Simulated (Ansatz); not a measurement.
# HfGe2As4 bilayer (AA') in a perpendicular field

Aim: how the HfGe2As4 bilayer (AA') screens a field along its normal, and what the field does to its bands. A positive field points along +c.

Program: Ansatz 0.2.0. Level of theory: plane-wave DFT, r2SCAN-D4, Ansatz PAW. Results are calculated unless marked as measured.

Most raw output is cut from this account.

**1. Set-up**

The cell holds 14 atoms: 8 As, 4 Ge and 2 Hf. Its edges and angles: a = 3.730 Å, b = 3.730 Å, c = 76.041 Å, α = 90.0°, β = 90.0°, γ = 120.0°. Regions: layer 1: HfGe2As4, 7 atoms (4 As, 2 Ge and 1 Hf); layer 2: HfGe2As4, 7 atoms (4 As, 2 Ge and 1 Hf). Vacuum lies along c.

**2. Relaxing the slab**

The starting cell is a guess, so the in-plane lattice and the atoms are relaxed first, with the slab cut off from its images along the normal.

Input file input.yaml:

```yaml
crystal:
  lattice:
    - [3.73, 0.0, 0.0]
    - [-1.865, 3.2302747561, 0.0]
    - [0.0, 0.0, 76.0406851175]
  atoms:
    - { symbol: As, position: [0.0, 0.0, 0.3517853628] }
    - { symbol: Ge, position: [0.3333333333, 0.6666666667, 0.3631345326] }
    - { symbol: As, position: [0.3333333333, 0.6666666667, 0.3936445155] }
    - { symbol: Hf, position: [0.0, 0.0, 0.4160295404] }
    - { symbol: As, position: [0.3333333333, 0.6666666667, 0.4384145653] }
    - { symbol: Ge, position: [0.3333333333, 0.6666666667, 0.4689245482] }
    - { symbol: As, position: [0.0, 0.0, 0.480273718] }
    - { symbol: As, position: [0.3333333333, 0.6666666667, 0.519726282] }
    - { symbol: Ge, position: [0.0, 0.0, 0.5310754518] }
    - { symbol: As, position: [0.0, 0.0, 0.5615854347] }
    - { symbol: Hf, position: [0.3333333333, 0.6666666667, 0.5839704596] }
    - { symbol: As, position: [0.0, 0.0, 0.6063554845] }
    - { symbol: Ge, position: [0.0, 0.0, 0.6368654674] }
    - { symbol: As, position: [0.3333333333, 0.6666666667, 0.6482146372] }
  periodic: [true, true, false]
kpoints:
  mp_grid: { grid: [12, 12, 1] }
hamiltonian:
  xc: r2scan
  dispersion: d4
scf:
  occupations: { method: fermi_dirac, width: 0.05 }
  convergence: { dr2_threshold: 1.0e-09 }
relax:
  f_tol: 0.004
  max_steps: 90
  cell: {}
output:
  write_potential: true
  write_density: true
  volumetric_format: npy
```

On the command line:

```console
$ ansatz run input.yaml --threads 4 --pin off --max-ram 12288MiB --backend cpu --events-out ev --progress --plain --runs-dir out
```

Wall time 23 min (4 threads of Arm Neoverse V1, shared host); peak memory 6.9 GiB; 1.5 h of CPU time.

Step by step:

```
step  energy less that of the first step (eV)  largest force component (eV/Å)  volume (Å³)
   1                                   0.0000                          2.6134       916.21
   2                                  -1.9633                          0.3783       922.23
   3                                  -2.1999                          0.4141       966.76
   4                                  -2.2513                          0.0661       967.68
   5                                  -2.2540                          0.0164       966.65
   6                                  -2.2548                          0.0107       965.57
   7                                  -2.2533                          0.1069       965.96
   8                                  -2.2549                          0.0006       965.76
   9                                  -2.2549                          0.0005       965.68
 10*                                  -2.2580                          0.0005       965.68
```

Relaxation steps marked * repeat the geometry before them on a plane-wave basis chosen anew for their cell, so energy and pressure can jump there. Relaxation step 7 was tried and not accepted.

The run keeps the 12 symmetry operations that it works with, so distortions that break them were not tested.

```
cell as run  before  after  change
      a (Å)   3.730  3.829  +2.7 %
      b (Å)   3.730  3.829  +2.7 %
```

The atoms that moved most (Å, along periodic axes as changes of fractional coordinates times the final cell, across vacuum about the mean position):

```
atom     dx     dy      dz  length
 As5  0.000  0.000  -0.419   0.419
As10  0.000  0.000   0.419   0.419
 As1  0.000  0.000  -0.367   0.367
As14  0.000  0.000   0.367   0.367
 Ge9  0.000  0.000   0.329   0.329
 Ge6  0.000  0.000  -0.329   0.329
Hf11  0.000  0.000   0.231   0.231
 Hf4  0.000  0.000  -0.231   0.231
```

The relaxed structure:

```cif
data_structure
_symmetry_space_group_name_H-M 'P 1'
_symmetry_Int_Tables_number 1
_cell_length_a 3.8294
_cell_length_b 3.8294
_cell_length_c 76.0407
_cell_angle_alpha 90.000
_cell_angle_beta 90.000
_cell_angle_gamma 120.000
_cell_volume 965.68
loop_
_atom_site_label
_atom_site_type_symbol
_atom_site_fract_x
_atom_site_fract_y
_atom_site_fract_z
_atom_site_occupancy
As1 As 0.00000 0.00000 0.34696 1
Ge2 Ge 0.33333 0.66667 0.36134 1
As3 As 0.33333 0.66667 0.39304 1
Hf4 Hf 0.00000 0.00000 0.41299 1
As5 As 0.33333 0.66667 0.43290 1
Ge6 Ge 0.33333 0.66667 0.46460 1
As7 As 0.00000 0.00000 0.47897 1
As8 As 0.33333 0.66667 0.52103 1
Ge9 Ge 0.00000 0.00000 0.53540 1
As10 As 0.00000 0.00000 0.56710 1
Hf11 Hf 0.33333 0.66667 0.58701 1
As12 As 0.00000 0.00000 0.60696 1
Ge13 Ge 0.00000 0.00000 0.63866 1
As14 As 0.33333 0.66667 0.65304 1
```

This step gave:

- energy at zero smearing: -87599.7752 eV

The lattice constant a goes from 3.730 to 3.829 Å.

**3. Single point, field 0**

A sawtooth potential applies the field, turning back in the middle of the vacuum. With the dipole correction the typed value is the field outside the slab. The induced dipole is small, so the SCF threshold is tight.

The cell differs from the one that the last finished run ended in (c 76.041 → 41.275 Å).

Input file input.yaml:

```yaml
crystal:
  lattice:
    - [3.8293835317, 0.0, 0.0]
    - [-1.9146917658, 3.3163434193, 0.0]
    - [0.0, 0.0, 41.2752417928]
  atoms:
    - { symbol: As, position: [0.0, 0.0, 0.2180483895] }
    - { symbol: Ge, position: [0.3333333333, 0.6666666667, 0.2445450405] }
    - { symbol: As, position: [0.3333333333, 0.6666666667, 0.3029402712] }
    - { symbol: Hf, position: [0.0, 0.0, 0.3396964757] }
    - { symbol: As, position: [0.3333333333, 0.6666666667, 0.3763903753] }
    - { symbol: Ge, position: [0.3333333333, 0.6666666667, 0.4347770264] }
    - { symbol: As, position: [0.0, 0.0, 0.4612511911] }
    - { symbol: As, position: [0.3333333333, 0.6666666667, 0.5387488089] }
    - { symbol: Ge, position: [0.0, 0.0, 0.5652229736] }
    - { symbol: As, position: [0.0, 0.0, 0.6236096247] }
    - { symbol: Hf, position: [0.3333333333, 0.6666666667, 0.6603035243] }
    - { symbol: As, position: [0.0, 0.0, 0.6970597288] }
    - { symbol: Ge, position: [0.0, 0.0, 0.7554549595] }
    - { symbol: As, position: [0.3333333333, 0.6666666667, 0.7819516105] }
kpoints:
  mp_grid: { grid: [12, 12, 1] }
  band_path:
    path: [[0, 0, 0], [0.5, 0, 0], [0.33333333, 0.33333333, 0], [0, 0, 0]]
    npoints: 16
hamiltonian:
  xc: r2scan
  dispersion: d4
scf:
  occupations: { method: fermi_dirac, width: 0.02585 }
  convergence: { dr2_threshold: 1.0e-10 }
efield:
  axis: 3
  dipole_correction: true
  ramp_position: 0.97
  ramp_width: 0.06
  amplitude: 0
output:
  dos: { projected: true, e_range: [-6, 5] }
  bader: true
  write_potential: true
  write_density: true
  volumetric_format: npy
  elf: true
```

Wall time 5.7 min (4 threads); peak memory 4.8 GiB; 23 min of CPU time.

This step gave:

* energy at zero smearing: -87599.7783 eV
* dipole along the normal: -8.10e-6 e·Å
* gap along the path: 0.1633 eV
* smallest direct gap along the path: 0.6069 eV
* ionisation energy, upper face: 5.283 eV
* electron affinity, upper face: 5.120 eV
* gap, the smaller of path and mesh: 0.1633 eV

The electron's electrostatic potential energy less the Fermi level oscillates, so the rows of the table below give means over windows of 4.45 Å about each position, cut where the curve ends. Its maxima inside the range that stand out by 2 % of the span (Å: eV): 11.7: -0.457, 16.3: -0.470, 20.6: 1.60, 25.0: -0.470, 29.5: -0.457. Its minima: 9.5: -3.89, 14.1: -5.89, 18.4: -3.92, 22.8: -3.92, 27.2: -5.89, 31.7: -3.89.

Running mean over a fixed 2.7 Å (it still follows the layers) of the planar mean; the ramp of the sawtooth is left out. Electron's electrostatic potential energy less the Fermi level against z; means over each step:

```
z (Å)  electron's electrostatic potential energy less the Fermi level (eV)
 5.71                                                                 4.71
10.16                                                                -1.82
14.61                                                                -3.45
19.06                                                                -1.27
23.51                                                                -1.97
27.96                                                                -3.43
32.41                                                               -0.528
36.86                                                                 5.17
```

The density of states has structure finer than the step of the table below, so its rows give means over 0.2 eV, whole bins alone (the curve runs from -6 to 2.08 eV). Peaks (eV: height): -4.54: 16.3, -3.13: 16.1, -2.31: 20.2, -1.75: 19.2, -1.15: 17.5, -1.04: 17.0, -0.82: 15.9.

Table of density of states by energy, zero at the Fermi level of the run, which the smearing sets inside the gap; means over each step:

energy (eV), density of states (states/eV a cell) and a bar:
```
     -5.8        1.2 ###
     -5.6        0.7 #
     -5.4        0.2 
     -5.2        0.0 
     -5.0        0.0 
     -4.8        0.3 #
     -4.6       11.3 #########################
     -4.4        8.5 ###################
     -4.2        7.7 #################
     -4.0        6.6 ###############
     -3.8        9.6 #####################
     -3.6        7.0 ################
     -3.4        5.4 ############
     -3.2        9.1 ####################
     -3.0        7.6 #################
     -2.8        9.5 #####################
     -2.6        8.5 ###################
     -2.4       10.8 ########################
     -2.2        9.2 ####################
     -2.0       11.1 #########################
     -1.8       13.5 ##############################
     -1.6        9.2 ####################
     -1.4        9.6 #####################
     -1.2       13.4 ##############################
     -1.0       12.9 #############################
     -0.8       11.5 ##########################
     -0.6        4.2 #########
     -0.4        2.3 #####
     -0.2        1.3 ###
      0.0        0.0 
      0.2        0.9 ##
      0.4        2.5 #####
      0.6        3.5 ########
      0.8        5.6 #############
      1.0        4.3 #########
      1.2        2.6 ######
      1.4        1.9 ####
      1.6        3.9 #########
      1.8        7.0 ###############
```

Projected DOS per atom over height of the atomic layer and energy from the Fermi level. Layers: As Ge As Hf As Ge As As Ge As Hf As Ge As from below.

Values in states/eV, 22 rows by 14 columns, each cell a mean:
```
0.60 0.55 0.21 0.66 0.17 0.50 0.50 0.50 0.50 0.17 0.66 0.21 0.55 0.60
0.26 0.22 0.09 0.45 0.12 0.27 0.28 0.28 0.27 0.12 0.45 0.09 0.22 0.26
0.13 0.10 0.05 0.81 0.06 0.14 0.17 0.17 0.14 0.06 0.81 0.05 0.10 0.13
0.16 0.16 0.08 1.60 0.08 0.17 0.16 0.16 0.17 0.08 1.60 0.08 0.16 0.16
0.08 0.09 0.05 0.79 0.06 0.09 0.09 0.09 0.09 0.06 0.79 0.05 0.09 0.08
0.01 0.01 0.01 0.10 0.01 0.01 0.02 0.02 0.01 0.01 0.10 0.01 0.01 0.01
0.09 0.02 0.22 0.25 0.23 0.03 0.11 0.11 0.03 0.23 0.25 0.22 0.02 0.09
0.31 0.05 0.88 0.57 0.96 0.11 0.54 0.54 0.11 0.96 0.57 0.88 0.05 0.31
0.95 0.20 1.75 1.23 1.53 0.21 0.74 0.74 0.21 1.53 1.23 1.75 0.20 0.95
0.87 0.28 0.97 0.83 1.05 0.25 0.71 0.71 0.25 1.05 0.83 0.97 0.28 0.87
1.29 0.48 0.91 0.72 0.80 0.48 0.98 0.98 0.48 0.80 0.72 0.91 0.48 1.29
0.96 0.49 0.77 0.53 0.84 0.47 1.06 1.06 0.47 0.84 0.53 0.77 0.49 0.96
0.75 0.54 0.73 0.56 0.82 0.47 0.76 0.76 0.47 0.82 0.56 0.73 0.54 0.75
0.75 0.64 0.46 0.47 0.47 0.64 0.79 0.79 0.64 0.47 0.47 0.46 0.64 0.75
0.60 0.51 0.50 0.47 0.50 0.51 0.65 0.65 0.51 0.50 0.47 0.50 0.51 0.60
0.51 0.47 0.59 0.50 0.60 0.47 0.55 0.55 0.47 0.60 0.50 0.59 0.47 0.51
0.50 0.54 0.70 0.50 0.60 0.47 0.52 0.52 0.47 0.60 0.50 0.70 0.54 0.50
0.48 0.57 0.84 0.52 0.88 0.60 0.52 0.52 0.60 0.88 0.52 0.84 0.57 0.48
0.28 0.35 0.36 0.21 0.39 0.45 0.40 0.40 0.45 0.39 0.21 0.36 0.35 0.28
0.00 0.00 0.00 0.00 0.00 0.00 0.00 0.00 0.00 0.00 0.00 0.00 0.00 0.00
0.03 0.03 0.02 0.00 0.03 0.03 0.03 0.03 0.03 0.03 0.00 0.02 0.03 0.03
0.12 0.11 0.07 0.01 0.06 0.10 0.11 0.11 0.10 0.06 0.01 0.07 0.11 0.12
```
Columns: height of the atomic layer (Å) from 9 to 32.3 (not evenly spaced); rows upwards: energy from the Fermi level (eV) from -5.96 to 2.05.

Electronic bands along the path, in eV, zero at the Fermi level of the run, which the smearing sets inside the gap:

```
  point  band 111  band 112  band 113  band 114  band 115  band 116  band 117  band 118
      Γ     -0.10     -0.10     -0.08     -0.08      0.60      1.06      1.25      1.60
halfway     -1.00     -0.90     -0.88     -0.73      0.71      0.77      1.74      1.92
      M     -1.47     -1.45     -0.54     -0.53      0.08      0.18      1.24      1.51
halfway     -1.56     -1.45     -1.02     -0.89      0.79      0.83      1.82      2.07
      K     -1.61     -1.61     -0.75     -0.75      1.56      1.62      1.69      1.69
halfway     -1.13     -0.98     -0.94     -0.75      0.79      0.85      2.40      2.52
      Γ     -0.10     -0.10     -0.08     -0.08      0.60      1.06      1.25      1.60
```

Valence density in the ca plane at fractional y = 0.667, with atoms of Ge and As and Hf within 0.2 Å of it. It is the smooth field of the valence electrons, not physical close to the nuclei.

Ten steps, logarithmic in the rise over the least value, from '0' (0 e/Å³) to '9' (39 e/Å³), each cell a mean:
```
00000000001110000000000111000000000011100000
00000000001110000000000111000000000001110000
00000000001110000000000010000000000011100000
00000000000111100001111000111100001111100000
00000000000122211112321101123311112221000000
00000000000147631136762101257641126752100000
00000000000269942237973101269852137972100000
00000000000146631125752101246631125652100000
00000000000112211112221101122211111221000000
00000000000111000001111000111100000111100000
```
Columns run along c (16.0 Å, from fractional 0.13 to 0.52 of the cell), rows up along a (3.8 Å). Atoms in or near the plane, at fractional coordinates: Ge at (0.24, 0.33), As at (0.30, 0.33), As at (0.38, 0.33), Ge at (0.43, 0.33).

Electrostatic potential energy in the ca plane at fractional y = 0.667, with atoms of Ge and As and Hf within 0.2 Å of it. With pseudopotentials it is smooth inside the atoms' cores, unlike the true potential.

Ten even steps from '0' (-29 eV) to '9' (9 eV), each cell a mean:
```
87789999999887789998888888888899988788999999
87789999999887789988788999887889987788999999
88889999999888889998888888888899988888999999
78899999987788899999987666789999998887789999
47899999754458999999975201578999999854457999
05899998569846899999862000168999999648965899
04899998579955899999861000058999998659985899
15899999658846899999862000268999999747855899
57899999854468999999986212589999999864458999
88899999988788899999888767888999998887889999
```
Columns run along c (16.0 Å, from fractional 0.45 to 0.84 of the cell; values clipped at the 3rd and 97th percentile), rows up along a (3.8 Å). Atoms in or near the plane, at fractional coordinates: As at (0.54, 0.33), Hf at (0.66, 0.33), As at (0.78, 0.33).

ELF in the ca plane at fractional y = 0.667, with atoms of Ge and As and Hf within 0.2 Å of it. It is the smooth field of the valence electrons, not physical close to the nuclei.

Values, 6 rows by 16 columns, each cell a mean:
```
0.00 0.11 0.54 0.61 0.51 0.21 0.10 0.31 0.13 0.14 0.30 0.09 0.24 0.52 0.60 0.19
0.00 0.08 0.47 0.59 0.56 0.27 0.19 0.47 0.18 0.20 0.47 0.17 0.30 0.56 0.56 0.15
0.00 0.01 0.12 0.34 0.48 0.38 0.55 0.68 0.46 0.50 0.67 0.53 0.38 0.49 0.28 0.18
0.00 0.00 0.01 0.17 0.19 0.22 0.63 0.27 0.43 0.45 0.27 0.64 0.19 0.21 0.13 0.38
0.00 0.00 0.03 0.20 0.26 0.27 0.63 0.39 0.45 0.48 0.39 0.63 0.24 0.28 0.16 0.34
0.00 0.03 0.22 0.43 0.55 0.39 0.46 0.71 0.39 0.44 0.70 0.44 0.40 0.56 0.38 0.14
```
Columns run along c (16.0 Å, from fractional 0.13 to 0.52 of the cell), rows up along a (3.8 Å). Atoms in or near the plane, at fractional coordinates: Ge at (0.24, 0.33), As at (0.30, 0.33), As at (0.38, 0.33), Ge at (0.43, 0.33).

The gap is 0.16 eV, with the valence edge 5.28 eV and the conduction edge 5.12 eV under the upper vacuum level. Spin-orbit coupling, left out in this run, matters for the bands of elements this heavy.

**4. Atoms held, field 0.05 V/Å**

input.yaml, as its differences from that of step 3:

```diff
@@ -36,6 +36,4 @@
   ramp_width: 0.06
-  amplitude: 0
+  amplitude: 0.05
 output:
-  dos: { projected: true, e_range: [-6, 5] }
-  bader: true
   write_potential: true
@@ -43,2 +41 @@
   volumetric_format: npy
-  elf: true
```

Elapsed: 5.2 min, on 4 threads; peak memory 4.3 GiB; 21 min of CPU time.

The dipole is 0.0864 e·Å, and the gap 0.149 eV.

**5. Single point, field -0.05 V/Å**

input.yaml, as its differences from that of step 4:

```diff
@@ -36,3 +36,3 @@
   ramp_width: 0.06
-  amplitude: 0.05
+  amplitude: -0.05
 output:
```

Run time: 5.2 min. Hardware: 4 threads; peak memory 4.3 GiB; 21 min of CPU time.

The dipole is -0.0864 e·Å, and the gap 0.149 eV.

**6. Atoms held, field 0.1 V/Å**

input.yaml, as its differences from that of step 5:

```diff
@@ -36,3 +36,3 @@
   ramp_width: 0.06
-  amplitude: -0.05
+  amplitude: 0.1
 output:
```

It took 5.1 min on 4 threads; peak memory 4.3 GiB; 20 min of CPU time.

The dipole is 0.173 e·Å, and the gap 0.126 eV.

**7. Atoms held, field 0.2 V/Å**

input.yaml, as its differences from that of step 6:

```diff
@@ -36,3 +36,3 @@
   ramp_width: 0.06
-  amplitude: 0.1
+  amplitude: 0.2
 output:
```

The job ended after 5.3 min (4 threads; peak memory 4.3 GiB).

The dipole is 0.347 e·Å, and the gap 0.082 eV.

**8. Single point, field 0.3 V/Å**

input.yaml, as its differences from that of step 7:

```diff
@@ -36,4 +36,6 @@
   ramp_width: 0.06
-  amplitude: 0.2
+  amplitude: 0.3
 output:
+  dos: { projected: true, e_range: [-6, 5] }
+  bader: true
   write_potential: true
@@ -41 +43,2 @@
   volumetric_format: npy
+  elf: true
```

The job ended after 7 min (4 threads; peak memory 4.8 GiB; 28 min of CPU time).

The dipole is 0.522 e·Å, and the gap 0.046 eV.

(Part 1 of 2 ends here.)

[Logs are printed without paths, hosts, clocks, repeated set-up lines and the standing remarks that a program may print on its own settings, such as how far it seeks lower states.]

[Hosts, paths, dates, database ids (printed as entryN), source tags and the programs' standing remarks are cut or masked in the printed files.]

[Maps of the electrostatic potential energy from Ansatz leave out the sawtooth potential of an applied field or a dipole correction, so their vacuum need not be flat; planar profiles and work functions include it.]

[The density of states shown here was stored with 400 of the rows of the run's finer table, so its peaks can read low, often by over a quarter, or be missed, and its means over a window can be off by a tenth or more.]
